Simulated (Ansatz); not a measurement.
# AlNi3 (Pm-3m) in Ansatz: convergence with ecutrho ratio

Aim: find how far ecutrho ratio must go before the results for AlNi3 settle, at PBEsol. This setting moves, with any that are tied to it; all else stays.

All numbers are computed with Ansatz 0.2.0; they aren't measurements. Logs are shortened: lines on timing, memory, paths and dates and some standing lists are left out, and cuts for length are marked.

## 1. The structure

Symmetry: Pm-3m, No. 221, cubic system. Conventional cell: a = 3.523 Å, b = 3.523 Å, c = 3.523 Å, α = 90.00°, β = 90.00°, γ = 90.00°. Ni (site symmetry 4/mmm) is surrounded by 8 Ni at 2.49 Å and 4 Al at 2.49 Å. Al (site symmetry m-3m) is surrounded by 12 Ni at 2.49 Å.

The cell is a database's computed one.

## 2. With ecutrho ratio 4

Input file input.yaml:

```yaml
crystal:
  lattice:
    - [3.5230547267, 0.0, 0.0]
    - [0.0, 3.5230547267, 0.0]
    - [0.0, 0.0, 3.5230547267]
  atoms:
    - { symbol: Ni, position: [0.5, 0.5, 0.0], spin: 1.0 }
    - { symbol: Ni, position: [0.5, 0.0, 0.5], spin: 1.0 }
    - { symbol: Ni, position: [0.0, 0.5, 0.5], spin: 1.0 }
    - { symbol: Al, position: [0.0, 0.0, 0.0] }
hamiltonian:
  xc: pbesol
  pseudopotentials: { kind: paw }
magnetization:
  spin_polarized: true
kpoints:
  mp_grid: { grid: [6, 6, 6] }
scf:
  occupations: { method: fermi_dirac, width: 0.1 }
output:
  forces: true
  stress: true
  eigenvalues: true
basis:
  ecutrho_ratio: 4
```

Potentials or basis: Ansatz PAW.

Started as:

```
$ ansatz run input.yaml --threads 2 --pin off --max-ram 5632MiB --backend cpu --events-out ev --progress --plain --runs-dir out
```

The log of the run:

```text
Warning: RAYON_NUM_THREADS=2 ignored (pool sized by the plan → 2); use --threads N
Engine: ansatz 0.2.0, aarch64-unknown-linux-gnu
Pseudopotentials: kind: paw
Pseudopotential: Ni, paw, valence charge 18, recommended cutoff 420 eV (normal), Ni.paw.azcp
Pseudopotential: Al, paw, valence charge 3, recommended cutoff 420 eV (normal), Al.paw.azcp
Functional definition: PBEsol
  exchange = pbesol_x
  correlation = pbesol_c
Crystal: 4 atoms, lattice volume = 43.728 Å³
Basis set: ecut = 420 eV, 847 PW (Γ), exchange–correlation on 48×48×48 points (8 copies of the dense FFT grid, shifted against one another)
Bands: 36, of which v1, the nominal top of the filled ones, is band 29 counted from 1 (28 counted from 0)
Symmetry: 48 space group operations
Space group: Pm-3m (ITA 221), of the structure as read, at distance tolerance 3.5e-5 Å
Magnetic group: BNS 221.92 (UNI 1594), of the structure as read, at distance tolerance 3.5e-5 Å
k-points: 20 of 216
Non-local potential: Ni, projectors of the file, l = 0: 3, l = 1: 2, l = 2: 3, l = 3: 1
Non-local potential: Al, projectors of the file, l = 0: 2, l = 1: 2, l = 2: 1
PAW form: soft (Blöchl's): semilocal exchange-correlation on the pseudo side does not see the compensation charge
PAW frozen core: Ni, regenerated for the run's functional, and the local potential with it (the file was generated under x = pbe(κ = 0.804, μ = 0.2195149727645171), c = pbe(β = 0.06672455060314922))
PAW frozen core: Al, regenerated for the run's functional, and the local potential with it (the file was generated under x = pbe(κ = 0.804, μ = 0.2195149727645171), c = pbe(β = 0.06672455060314922))
PAW one-centre angular grid: Ni, 590 points (default); XC on 64 Gauss nodes
PAW one-centre angular grid: Al, 110 points (default); XC on 64 Gauss nodes
Initial density: superposition of atomic densities (chi_scale 0.1, normalization cell)
Starting moments: Σ|m| = 3 μB on 3 of 4 sites
Initial wavefunctions: pseudopotential atomic-orbital guess
Functional: x = pbesol(κ = 0.804, μ = 0.12345679012345678), c = pbesol(β = 0.046)
SCF iter   1: F=—  HF=-17939.101368 eV  |F-HF|=—  |Δ(HF+E_count)|=         —  Δρ=1.28e-1 (↑1.28e-1 ↓4.27e-2)  dr2=3.06e0  dr2_m=2.39e0  M=0.862 μB ∫|m|=1.090 μB  β_m=0.30  ethr=3.10e-3  ⟨swp⟩=5.8  Hψ=5119  notcnv=0  defer=19
Mixer restart at iter 1: flushing history
preconditioner: auto → Kerker (q_TF=auto, 2.852 Å⁻¹)  [metal: Δε(μ)=0.018 eV  Ē_g=7.936 eV  σ=0.100 eV  W_gap=0.04  n_scr=18 (ndim 8)  ℏωp=32.3 eV  f_vac=0.000  D(μ)=3.19/eV (n_scr^D=32)]
spin=Collinear: Kerker preconditioning applied to the charge; magnetization (m = ρ↑ − ρ↓) channel mixes plain (no charge-response kernel on spin).
SCF iter   2: F=—  HF=-17938.000361 eV  |F-HF|=—  |Δ(HF+E_count)|=    1.10e0  Δρ=6.91e-2 (↑4.56e-2 ↓6.91e-2)  dr2=3.64e-1  dr2_m=1.23e0  M=0.852 μB ∫|m|=1.041 μB  β_m=0.39  ethr=3.10e-3  ⟨swp⟩=2.0  Hψ=2528  notcnv=0  defer=43
SCF iter   3: F=—  HF=-17939.558515 eV  |F-HF|=—  |Δ(HF+E_count)|=    1.56e0  Δρ=5.29e-2 (↑2.86e-2 ↓5.29e-2)  dr2=3.92e-1  dr2_m=6.26e-1  M=0.745 μB ∫|m|=0.922 μB  β_m=0.44  ethr=6.38e-4  ⟨swp⟩=2.1  Hψ=2334  notcnv=0  defer=46
SCF iter   4: F=—  HF=-17941.101556 eV  |F-HF|=—  |Δ(HF+E_count)|=    1.54e0  Δρ=3.51e-2 (↑7.66e-3 ↓3.51e-2)  dr2=4.60e-1  dr2_m=1.54e-1  M=0.531 μB ∫|m|=0.674 μB  β_m=0.74  ethr=6.38e-4  ⟨swp⟩=2.8  Hψ=2431  notcnv=0  defer=46
SCF iter   5: F=—  HF=-17941.221641 eV  |F-HF|=—  |Δ(HF+E_count)|=   1.20e-1  Δρ=1.47e-2 (↑1.47e-2 ↓1.30e-2)  dr2=1.65e-1  dr2_m=8.73e-4  M=0.225 μB ∫|m|=0.295 μB  β_m=0.87  ethr=6.38e-4  ⟨swp⟩=3.0  Hψ=2782  notcnv=0  defer=48
[... 11 lines left out ...]
SCF 1 converged in 16 iterations: F = -17941.310520 eV  dr2 = 1.02e-11
at 1 of the mixer's solves, the last at iteration 8, it left a direction of its history that read negative out of its fit and stepped the other way along it
WARN: the starting moments were not kept: the SCF closed with an absolute magnetisation of 1.3e-4 μB, where they sum to 3 μB in size (3 sites). That is at most 0.1 of that sum. Measured as dr2_m measures the in/out step, that magnetisation stands 1.5e-8 eV from none, at or under the dr2_threshold of 1.0e-7 eV: it is no larger than a step whose dr2_m would equal this threshold. The system may hold no moment; this SCF shows only that its start led to no more than that. To try another start: raise the starting moments (crystal.atoms[].spin, magnetization.per_species, magnetization.initial_magnetization, or on a non-collinear deck that types none of these the spinor_matrix: blocks that start its atoms; where the total moment is fixed, keep their sum and leave initial_magnetization as it is; typed ones take the place of any that the run laid by itself, positive ones on a crystal's lanthanoids without a Hubbard term where scf.initial_density.shell_occupations: [] is typed) or, if the notice of its spin-set hold's release reads "site moments contracting" or "site moments show no strong build", lengthen the hold (scf.mixing.spin_hold: { on: { confirm: 4 } }; for m-r²SCAN on two components see the key's manual first). Each may lead to a state that holds a moment. A second SCF, from the converged charge density, with the starting moments and any scf.initial_density.shell_occupations laid on it anew, would have followed, and was not run: the deck does not ask for one (magnetization.retry_lost_moments is false, the default). To let it run, set magnetization.retry_lost_moments: true and run the deck again, where that key's refused combinations let it; where memory then withholds it, that run's warning says so.
SCF converged after 16 iterations
Magnetization: -0.0001 μB (28.4999 up, 28.5001 down)
Absolute magnetization: 0.0001 μB (∫|ρ↑−ρ↓|, with the PAW one-centre terms)
Spin contamination: 0.0000 ħ² per cell (⟨S²⟩ above its minimum at these occupations)
Per-site moments (μB) at R_I (Å): [(-4.1416352821731525e-5, 1.0276100536931165), (-4.141635282174453e-5, 1.0276100536931165), (-4.141635282190113e-5, 1.0276100536931165), (2.4830980185623386e-6, 1.0276100536931165)]
Free energy (F): -17941.310520 eV
Harris-Foulkes:  -17941.310520 eV  (|F-HF|=1.09e-11)
Internal energy: -17941.167866 eV  (E = F + TS)
E sigma→0 (E₀):  -17941.239193 eV
Entropy (-TS):   -0.142654 eV (-35.664 meV/atom)
Fermi energy:    16.296306 eV
--- Per-component energies (eV) ---
  E_band       = -905.188081
  E_kinetic    = 880.026867
  E_local      = -11865.826406  (includes V_loc(G=0)·N_el)
  E_nonlocal   = 1919.839088
  E_hartree    = 5049.702479
  E_xc         = -296.226977
  E_vxc        = -361.580274  (∫ρ·V_xc dr)
  E_paw        = -5241.116003  (= ΣΔE_a)
  E_vpaw       = -1577.053565  (= ΣTr[D̂ρ^β])
  E_aug_tail   = 0.001623  (compensation charges beyond the density's cutoff)
  E_ewald      = -8388.179542
  E_core_change = 0.611006  (= ΣΔE_core)
  E_smearing   = -0.142654  (= −TS)
  E_closure    = 0.000000  (closes the sum)
  Σ components = -17941.310520   (vs F -17941.310520, Δ=0.00e0)
--- Forces (eV/Å), atoms counted from 1 ---
  atom   1  Ni     0.00000000    -0.00000000    -0.00000000
  atom   2  Ni     0.00000000    -0.00000000    -0.00000000
  atom   3  Ni     0.00000000     0.00000000     0.00000000
  atom   4  Al    -0.00000000    -0.00000000    -0.00000000
  max |Σ_I F_I| component: 2.28e-28 eV/Å
--- Stress (GPa, compression-positive) ---
       -0.603795      -0.000000       0.000000
        0.000000      -0.603795      -0.000000
        0.000000      -0.000000      -0.603795
  P = ⅓ Tr σ = -0.6038 GPa (-6.038 kbar)
--- Band table (eV; the first three rows and the last of 40) ---
  k-point 0 ↑: bands = ["-86.3903", "-86.3562", "-86.3562", "-46.9937", "-46.9937", "-46.9937", "-46.9238", "-46.9238", "-46.9238", "-46.8283", "-46.8283", "-46.8283", "6.0625", "11.8243", "12.5552", "12.5552", "12.9879", "12.9879", "12.9879", "14.9956", "14.9956", "14.9956", "15.8487", "15.8487", "16.2066", "16.4656", "16.4656", "16.4656", "17.1115", "17.1115", "17.1115", "23.0447", "23.0447", "23.9096", "28.7125", "28.7125"]
  k-point 1 ↑: bands = ["-86.3882", "-86.3582", "-86.3562", "-46.9883", "-46.9883", "-46.9853", "-46.9254", "-46.9254", "-46.9242", "-46.8377", "-46.8322", "-46.8322", "6.4086", "11.8764", "12.3515", "12.7755", "13.0405", "13.0405", "13.0718", "14.8028", "14.8028", "14.9034", "15.5977", "15.8494", "15.8597", "15.8597", "16.0771", "16.1206", "16.4659", "18.1666", "18.1666", "23.0080", "23.5777", "25.2964", "27.1084", "27.1084"]
  k-point 2 ↑: bands = ["-86.3830", "-86.3634", "-86.3562", "-46.9751", "-46.9751", "-46.9639", "-46.9304", "-46.9304", "-46.9250", "-46.8610", "-46.8404", "-46.8404", "7.4109", "10.8699", "12.4917", "13.1639", "13.1639", "13.2720", "13.3230", "14.4496", "14.4496", "14.6863", "14.8352", "15.3791", "15.3791", "15.4528", "15.6503", "15.9142", "16.4665", "19.8778", "19.8778", "22.9141", "23.9235", "24.4029", "24.4029", "26.0369"]
  k-point 19 ↓: bands = ["-86.3675", "-86.3675", "-86.3675", "-47.0040", "-47.0008", "-47.0008", "-47.0008", "-46.8720", "-46.8720", "-46.8720", "-46.8137", "-46.8137", "10.5290", "12.2536", "12.2536", "12.2536", "14.1499", "14.1499", "14.1499", "14.2888", "14.2888", "14.2888", "15.0582", "15.0582", "15.0582", "15.3157", "15.3157", "15.9643", "16.2551", "16.2551", "16.2551", "19.9806", "20.5296", "20.5296", "20.5296", "34.6028"]
```

Wall time 4.8 s (2 threads of Arm Neoverse V1, shared host); peak memory 0.37 GiB.

What came out:

| Quantity | Value |
| --- | --- |
| Free energy | -17941.3105 eV |
| Pressure | -0.6 GPa |
| Band gap on the k mesh | none (metal or under the smearing width) |
| Net moment | 0.00 μB per cell |
| Absolute moment | 0.00 μB per cell |

## 3. With ecutrho ratio 5

input.yaml, as its differences from that of step 2:

```diff
@@ -24,2 +24,2 @@
 basis:
-  ecutrho_ratio: 4
+  ecutrho_ratio: 5
```

Potentials or basis: Ansatz PAW.

Started as:

```
$ ansatz run input.yaml --threads 2 --pin off --max-ram 5632MiB --backend cpu --events-out ev --progress --plain --runs-dir out
```

Wall time 4.9 s (2 threads of Arm Neoverse V1, shared host); peak memory 0.38 GiB.

What came out:

* Free energy: -17941.3105 eV
* Pressure: -0.6 GPa
* Band gap on the k mesh: none (metal or under the smearing width)
* Net moment: 0.00 μB per cell
* Absolute moment: 0.00 μB per cell

## 4. With ecutrho ratio 6

input.yaml, as its differences from that of step 3:

```diff
@@ -24,2 +24,2 @@
 basis:
-  ecutrho_ratio: 5
+  ecutrho_ratio: 6
```

Started as:

```
$ ansatz run input.yaml --threads 2 --pin off --max-ram 5632MiB --backend cpu --events-out ev --progress --plain --runs-dir out
```

Wall time 5 s (2 threads of Arm Neoverse V1, shared host); peak memory 0.38 GiB.

What came out:

```yaml
Free_energy: -17941.3105 eV
Pressure: -0.6 GPa
Band_gap_on_the_k_mesh: none (metal or under the smearing width)
Net_moment: 0.00 μB per cell
Absolute_moment: 0.00 μB per cell
```

## 5. With ecutrho ratio 8

input.yaml, as its differences from that of step 4:

```diff
@@ -24,2 +24,2 @@
 basis:
-  ecutrho_ratio: 6
+  ecutrho_ratio: 8
```

Started as:

```
$ ansatz run input.yaml --threads 2 --pin off --max-ram 5632MiB --backend cpu --events-out ev --progress --plain --runs-dir out
```

Run time: 5.2 s. Hardware: 2 threads of Arm Neoverse V1, shared host; peak memory 0.4 GiB.

Results (log left out):

* Free energy: -17941.3105 eV
* Pressure: -0.6 GPa
* Band gap on the k mesh: none (metal or under the smearing width)
* Net moment: 0.00 μB per cell
* Absolute moment: 0.00 μB per cell

## 6. With ecutrho ratio 10

input.yaml, as its differences from that of step 5:

```diff
@@ -24,2 +24,2 @@
 basis:
-  ecutrho_ratio: 8
+  ecutrho_ratio: 10
```

Potentials or basis: Ansatz PAW.

Started as:

```
$ ansatz run input.yaml --threads 2 --pin off --max-ram 5632MiB --backend cpu --events-out ev --progress --plain --runs-dir out
```

Run time: 5.4 s. Hardware: 2 threads of Arm Neoverse V1, shared host; peak memory 0.42 GiB.

It converged, with:

* Free energy: -17941.3105 eV
* Pressure: -0.6 GPa
* Band gap on the k mesh: none (metal or under the smearing width)
* Net moment: 0.00 μB per cell
* Absolute moment: 0.00 μB per cell

## 7. With ecutrho ratio 12

input.yaml, as its differences from that of step 6:

```diff
@@ -24,2 +24,2 @@
 basis:
-  ecutrho_ratio: 10
+  ecutrho_ratio: 12
```

Started as:

```
$ ansatz run input.yaml --threads 2 --pin off --max-ram 5632MiB --backend cpu --events-out ev --progress --plain --runs-dir out
```

Run time: 5.6 s. Hardware: 2 threads of Arm Neoverse V1, shared host; peak memory 0.46 GiB.

It converged, with:

```yaml
Free_energy: -17941.3105 eV
Pressure: -0.6 GPa
Band_gap_on_the_k_mesh: none (metal or under the smearing width)
Net_moment: 0.00 μB per cell
Absolute_moment: 0.00 μB per cell
```

## 8. Summary

```csv
ecutrho ratio,"energy less the tightest run, at zero smearing (meV/atom)",SCF cycles,CPU time (s),peak memory (GiB)
4,0.00,16,9,0.37
5,0.00,17,9.2,0.38
6,0.00,17,9.3,0.38
8,0.00,17,9.7,0.4
10,0.00,17,10,0.42
12,0.00,17,11,0.46
```

Against the tightest run, the energy stays within 1 meV/atom from 4 on. The tightest run that finished is the yardstick and may itself not be fully converged.

Caveats: the PAW data sets come from PBE, with cores solved anew for the run's functional, which leaves a small shift of forces and pressure; the starting moments weren't kept.
